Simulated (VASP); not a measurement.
# Sn (Immm) in VASP: notebook

One crystal, Sn, is run at these levels: PBE; tasks: single point.

Everything below comes from runs of VASP 6.6.1. Logs are shortened: lines on timing, memory, paths and dates and some standing lists are left out, and cuts for length are marked.

**1. The crystal as given**

Symmetry: Immm, No. 71, orthorhombic system. Conventional cell: a = 3.453 Å, b = 3.551 Å, c = 4.677 Å, α = 90.00°, β = 90.00°, γ = 90.00°. Sn (site symmetry mmm) is surrounded by 12 Sn at 3.41 to 3.55 Å.

This isn't the form of Sn at room conditions, which is tetragonal (white tin).

**2. Single point, PBE**

Input file INCAR:

```
SYSTEM = Sn
ADDGRID = .FALSE.
ALGO = Normal
EDIFF = 1E-7
ENCUT = 350
GGA = PE
ISIF = 2
ISMEAR = 1
LASPH = .TRUE.
LCHARG = .FALSE.
LREAL = .FALSE.
LWAVE = .FALSE.
NELM = 100
PREC = Accurate
SIGMA = 0.2
```

Input file KPOINTS:

```
k-points
0
G
  6 6 6
  0 0 0
```

Input file POSCAR:

```
Sn
1.0
   -1.6810770000      1.7214010000      2.3373330000
    1.7271670000     -1.7623000000      2.4024190000
    1.7145940000      1.7948920000     -2.3683880000
Sn
1
Direct
    0.0245380000     -0.0183670000      0.0024320000
```

Potentials or basis: VASP PAW PBE potentials, release 64 (Sn).

Command:

```sh
> cat potpaw_PBE.64/Sn/POTCAR > POTCAR
> mpirun -np 1 vasp_std > vasp.out
```

OUTCAR:

```text
SYSTEM = Sn
   EDIFF = 1E-7
   ENCUT = 350
   GGA = PE
   ISIF = 2
   ISMEAR = 1
   LASPH = .TRUE.
   LREAL = .FALSE.
   NELM = 100
   PREC = Accurate

 Found    112 irreducible k-points:

 Following reciprocal coordinates:
            Coordinates               Weight
  0.000000  0.000000  0.000000      1.000000
  0.166667  0.000000  0.000000      2.000000
  0.333333  0.000000  0.000000      2.000000
  0.500000  0.000000  0.000000      1.000000
  0.000000  0.166667 -0.000000      2.000000
  0.166667  0.166667  0.000000      2.000000
   k-points           NKPTS =    112   k-points in BZ     NKDIM =    112   number of bands    NBANDS=      6
   number of dos      NEDOS =    301   number of ions     NIONS =      1
   total plane-waves  NPLWV =  11520
   dimension x,y,z NGX =    20 NGY =   24 NGZ =   24
   dimension x,y,z NGXF=    40 NGYF=   48 NGZF=   48
   ions per type =               1
   NGX,Y,Z   is equivalent  to a cutoff of   9.91, 11.59, 11.63 a.u.
   NGXF,Y,Z  is equivalent  to a cutoff of  19.82, 23.17, 23.26 a.u.
 SYSTEM =  Sn
   PREC   = accura    normal or accurate (medium, high low for compatibility)
   ISTART =      0    job   : 0-new  1-cont  2-samecut
   ICHARG =      2    charge: 1-file 2-atom 10-const
   ISPIN  =      1    spin polarized calculation?
   LNONCOLLINEAR =      F non collinear calculations
   LSORBIT =      F    spin-orbit coupling
   LASPH  =      T    aspherical Exc in radial PAW
   ENCUT  =  350.0 eV  25.72 Ry    5.07 a.u.   5.12  5.25  5.23*2*pi/ulx,y,z
   NELM   =    100;   NELMIN=  2; NELMDL= -5     # of ELM steps
   EDIFF  = 0.1E-06   stopping-criterion for ELM
   LREAL  =      F    real-space projection
   EDIFFG = 0.1E-05   stopping-criterion for IOM
   NSW    =      0    number of steps for IOM
   IBRION =     -1    ionic relax: 0-MD 1-quasi-New 2-CG
   NFREE  =      0    steps in history (QN), initial steepest desc. (CG)
   ISIF   =      2    stress and relaxation
   ISYM   =      2    0-nonsym 1-usesym 2-fastsym
   POTIM  = 0.5000    time-step for ionic-motion
   TEBEG  =    0.0;   TEEND  =   0.0 temperature during run
   PSTRESS=    0.0 pullay stress
   NELECT =       4.0000    total number of electrons
   NUPDOWN=      -1.0000    fix difference up-down
   EMIN   =  10.00;   EMAX   =-10.00  energy-range for DOS
   EFERMI =   0.00;   METHOD = LEGACY
   ISMEAR =     1;   SIGMA  =   0.20  broadening in eV -4-tet -1-fermi 0-gaus
   EFERMI_NEDOS =   21; number of points for ismear=-14 and -15
   IALGO  =     38    algorithm
   IMIX   =      4    mixing-type and parameters
     AMIX     =   0.40;   BMIX     =  1.00
     AMIX_MAG =   1.60;   BMIX_MAG =  1.00
  volume/ion in A,a.u.               =      28.67       193.50
  Fermi-wavevector in a.u.,A,eV,Ry     =   0.849055  1.604482  9.808370  0.720895
  Thomas-Fermi vector in A             =   1.964816
   LORBIT       =      0    0 simple, 1 ext, 2 COOP (PROOUT), +10 PAW based schemes
   GGA     = PE    functional components
   LHFCALC =     F    Hartree Fock is set to
   AEXX    =    0.0000 exact exchange contribution
   IVDW    =     0    specifies the selected vdW correction
   LEPSILON=     F    determine dielectric tensor
   LRPA    =     F    only Hartree local field effects (RPA)
 non-spin polarized calculation
 Methfessel and Paxton  Order N= 1 SIGMA  =   0.20
  energy-cutoff  :      350.00
  volume of cell :       28.67
 maximum number of plane-waves:       437
   NGX = 11   NGY = 11   NGZ = 11

 number of electron       4.0000000 magnetization

 Free energy of the ion-electron system (eV)
  ---------------------------------------------------
  ext. energy  EPLUGINS =         0.00000000
  ---------------------------------------------------
  free energy    TOTEN  =        -3.66607941 eV

  energy without entropy =       -3.66411388  energy(sigma->0) =       -3.66542424

 E-fermi :   5.0576     XC(G=0):  -9.9613

 val. band max:        5.0506994348   @ k =   0.3333   0.5000   0.5000
 cond. band min:       5.0587307553   @ k =   0.3333   0.5000   0.3333
 fundamental gap:      0.0080313205
 Fermi energy:         5.0576009419

 k-point     1 :       0.0000    0.0000    0.0000
  band No.  band energies     occupation
      1      -5.8211      2.00000
      2      11.8450      0.00000
      3      12.2080      0.00000
      4      12.5718      0.00000
      5      15.6002      0.00000
      6      15.7662      0.00000

 k-point     2 :       0.1667    0.0000    0.0000
  band No.  band energies     occupation
      1      -5.2718      2.00000
      2       8.3979     -0.00000
      3      11.4069      0.00000
      4      11.6520      0.00000
      5      14.4594      0.00000
      6      16.7857      0.00000

 k-point     3 :       0.3333    0.0000    0.0000
  band No.  band energies     occupation
      1      -3.6501      2.00000
      2       3.5833      2.00000
      3      10.5901      0.00000
      4      10.8532      0.00000
      5      14.1929      0.00000
      6      15.5168      0.00000

 k-point     4 :       0.5000    0.0000    0.0000
  band No.  band energies     occupation
      1      -1.7590      2.00000
      2       0.5750      2.00000
      3      10.1831      0.00000
      4      10.6582      0.00000
      5      14.4590      0.00000
      6      14.9020      0.00000

 k-point     5 :       0.0000    0.1667   -0.0000
  band No.  band energies     occupation
      1      -5.2773      2.00000
      2       8.2920     -0.00000
      3      11.2340      0.00000
      4      11.8973      0.00000
      5      14.5528      0.00000
      6      16.5801      0.00000

 k-point     6 :       0.1667    0.1667    0.0000
  band No.  band energies     occupation
      1      -4.3656      2.00000
      2       6.6646     -0.00000
      3       7.5677     -0.00000
      4      11.6805      0.00000
      5      15.1859      0.00000
      6      15.8014      0.00000

 [... further k-points ...]

------------------------ aborting loop because EDIFF is reached ----------------------------------------

  FORCE on cell =-STRESS in cart. coord.  units (eV):
  Direction    XX          YY          ZZ          XY          YZ          ZX
  --------------------------------------------------------------------------------------
  -------------------------------------------------------------------------------------
  Total       -0.2533907      0.2388346     -0.1908220      0.1187415     -0.2113037      0.1846847
  in kB      -14.1587394     13.3453888    -10.6625822      6.6349313    -11.8070410     10.3196490
  external PRESSURE =      -3.8253109 kB  Pullay stress =       0.0000000 kB

 VOLUME and BASIS-vectors are now :
 -----------------------------------------------------------------------------
  energy-cutoff  :      350.00
  volume of cell :       28.67
      direct lattice vectors                 reciprocal lattice vectors
    -1.681077000  1.721401000  2.337333000    -0.004822354  0.286321943  0.213499049
     1.727167000 -1.762300000  2.402419000     0.288499269 -0.000911461  0.208168231
     1.714594000  1.794892000 -2.368388000     0.287885548  0.281643047 -0.000369160

 POSITION                                       TOTAL-FORCE (eV/Angst)
 -----------------------------------------------------------------------------------
      1.65836     -1.68333      2.40989         0.000000     -0.000000     -0.000000
 -----------------------------------------------------------------------------------
    total drift:                                0.000000     -0.000000     -0.000000

  FREE ENERGIE OF THE ION-ELECTRON SYSTEM (eV)
  ---------------------------------------------------
  free  energy   TOTEN  =        -3.6660794145 eV

  energy  without entropy=       -3.6641138797  energy(sigma->0) =       -3.66542424
```

stdout:

```text
POSCAR found type information on POSCAR Sn
 POSCAR found :  1 types and       1 ions
 scaLAPACK will be used
 LDA part: xc-table for (Slater+PW92), standard interpolation
 POSCAR, INCAR and KPOINTS ok, starting setup
 FFT: planning ... GRIDC
 FFT: planning ... GRID_SOFT
 FFT: planning ... GRID
 WAVECAR not read
 entering main loop
```

It took 6.8 s on 1 thread of Intel Xeon 6975P-C (Granite Rapids), shared host; peak memory 0.13 GiB.

The run converged, but some of its settings lie outside the range that counts as converged, so its numbers aren't taken as properties of the crystal.

Results:

```
Free energy            : -3.6661 eV
Pressure               : -0.4 GPa
Band gap on the k mesh : none (metal or under the smearing width)
```

Caveat: the k mesh is coarse (spacing up to 0.42 Å⁻¹), so the values aren't converged.

**3. Single point, PBE**

INCAR, as its differences from that of step 2:

```diff
@@ -4,3 +4,3 @@
 EDIFF = 1E-7
-ENCUT = 350
+ENCUT = 400
 GGA = PE
```

KPOINTS is that of step 2.

Input file POSCAR:

```
Sn
1.0
   -1.7265390000      1.7755470000      2.3383420000
    1.7265390000     -1.7755470000      2.3383420000
    1.7265390000      1.7755470000     -2.3383420000
Sn
1
Direct
    0.0000000000      0.0000000000      0.0000000000
```

Potentials or basis: VASP PAW PBE potentials, release 64 (Sn).

Command:

```sh
> cat potpaw_PBE.64/Sn/POTCAR > POTCAR
> mpirun -np 1 vasp_std > vasp.out
```

OUTCAR:

```text
SYSTEM = Sn
   EDIFF = 1E-7
   ENCUT = 400
   GGA = PE
   ISIF = 2
   ISMEAR = 1
   LASPH = .TRUE.
   LREAL = .FALSE.
   NELM = 100
   PREC = Accurate

 Found     46 irreducible k-points:

 Following reciprocal coordinates:
            Coordinates               Weight
  0.000000  0.000000  0.000000      1.000000
  0.166667  0.000000 -0.000000      4.000000
  0.333333  0.000000  0.000000      4.000000
  0.500000  0.000000 -0.000000      2.000000
 -0.000000  0.166667  0.000000      4.000000
  0.166667  0.166667  0.000000      8.000000
   k-points           NKPTS =     46   k-points in BZ     NKDIM =     46   number of bands    NBANDS=      6
   number of dos      NEDOS =    301   number of ions     NIONS =      1
   total plane-waves  NPLWV =  13824
   dimension x,y,z NGX =    24 NGY =   24 NGZ =   24
   dimension x,y,z NGXF=    48 NGYF=   48 NGZF=   48
   ions per type =               1
   NGX,Y,Z   is equivalent  to a cutoff of  11.71, 11.71, 11.71 a.u.
   NGXF,Y,Z  is equivalent  to a cutoff of  23.43, 23.43, 23.43 a.u.
 SYSTEM =  Sn
   PREC   = accura    normal or accurate (medium, high low for compatibility)
   ISTART =      0    job   : 0-new  1-cont  2-samecut
   ICHARG =      2    charge: 1-file 2-atom 10-const
   ISPIN  =      1    spin polarized calculation?
   LNONCOLLINEAR =      F non collinear calculations
   LSORBIT =      F    spin-orbit coupling
   LASPH  =      T    aspherical Exc in radial PAW
[... 58 lines left out ...]

 k-point     1 :       0.0000    0.0000    0.0000
  band No.  band energies     occupation
      1      -5.8198      2.00000
      2      11.9877      0.00000
      3      12.1309      0.00000
      4      12.5353      0.00000
      5      15.5935      0.00000
      6      15.8077      0.00000
[... 37 lines left out ...]
 k-point     6 :       0.1667    0.1667    0.0000
  band No.  band energies     occupation
      1      -4.3375      2.00000
      2       6.4856     -0.00000
      3       7.5742     -0.00000
      4      11.8099      0.00000
      5      15.3655      0.00000
      6      15.8665      0.00000

 [... further k-points ...]

------------------------ aborting loop because EDIFF is reached ----------------------------------------

  FORCE on cell =-STRESS in cart. coord.  units (eV):
  Direction    XX          YY          ZZ          XY          YZ          ZX
  --------------------------------------------------------------------------------------
  -------------------------------------------------------------------------------------
  Total       -0.2981652      0.3662949     -0.2389671     -0.0000000      0.0000000      0.0000000
  in kB      -16.6606130     20.4675034    -13.3527939     -0.0000000      0.0000000      0.0000000
  external PRESSURE =      -3.1819678 kB  Pullay stress =       0.0000000 kB

 VOLUME and BASIS-vectors are now :
 -----------------------------------------------------------------------------
  energy-cutoff  :      400.00
  volume of cell :       28.67
      direct lattice vectors                 reciprocal lattice vectors
    -1.726539000  1.775547000  2.338342000     0.000000000  0.281603359  0.213826720
     1.726539000 -1.775547000  2.338342000     0.289596702  0.000000000  0.213826720
     1.726539000  1.775547000 -2.338342000     0.289596702  0.281603359  0.000000000

 POSITION                                       TOTAL-FORCE (eV/Angst)
 -----------------------------------------------------------------------------------
      0.00000      0.00000      0.00000        -0.000000      0.000000     -0.000000
 -----------------------------------------------------------------------------------
    total drift:                                0.000000     -0.000000     -0.000000

  FREE ENERGIE OF THE ION-ELECTRON SYSTEM (eV)
  ---------------------------------------------------
  free  energy   TOTEN  =        -3.6656754750 eV

  energy  without entropy=       -3.6615107444  energy(sigma->0) =       -3.66428723
```

OSZICAR:

```text
N       E                     dE             d eps       ncg     rms          rms(c)
DAV:   1     0.348096857118E+00    0.34810E+00   -0.13827E+03   552   0.403E+02
DAV:   2    -0.362710823492E+01   -0.39752E+01   -0.35971E+01   744   0.359E+01
DAV:   3    -0.367829881852E+01   -0.51191E-01   -0.51028E-01   678   0.442E+00
DAV:   4    -0.367835369452E+01   -0.54876E-04   -0.54876E-04   750   0.181E-01
DAV:   5    -0.367835376138E+01   -0.66854E-07   -0.66090E-07   714   0.450E-03    0.127E+00
DAV:   6    -0.367063887307E+01    0.77149E-02   -0.19079E-03   624   0.303E-01    0.748E-01
DAV:   7    -0.366560626229E+01    0.50326E-02   -0.54397E-03   648   0.512E-01    0.517E-02
DAV:   8    -0.366567414549E+01   -0.67883E-04   -0.61779E-05   690   0.626E-02    0.973E-03
DAV:   9    -0.366567543878E+01   -0.12933E-05   -0.18848E-06   744   0.114E-02    0.331E-03
DAV:  10    -0.366567547497E+01   -0.36182E-07   -0.53165E-07   636   0.472E-03
   1 F= -.36656755E+01 E0= -.36642872E+01  d E =-.416473E-02
```

Run time: 4.2 s. Hardware: 1 thread of Intel Xeon 6975P-C (Granite Rapids), shared host; peak memory 0.13 GiB.

The run converged, but some of its settings lie outside the range that counts as converged, so its numbers aren't taken as properties of the crystal.

What came out:

| Quantity | Value |
| --- | --- |
| Free energy | -3.6657 eV |
| Pressure | -0.3 GPa |
| Band gap on the k mesh | none (metal or under the smearing width) |

Caveat: the k mesh is coarse (spacing up to 0.42 Å⁻¹), so the values aren't converged.

(Continued in part 2 of 3.)
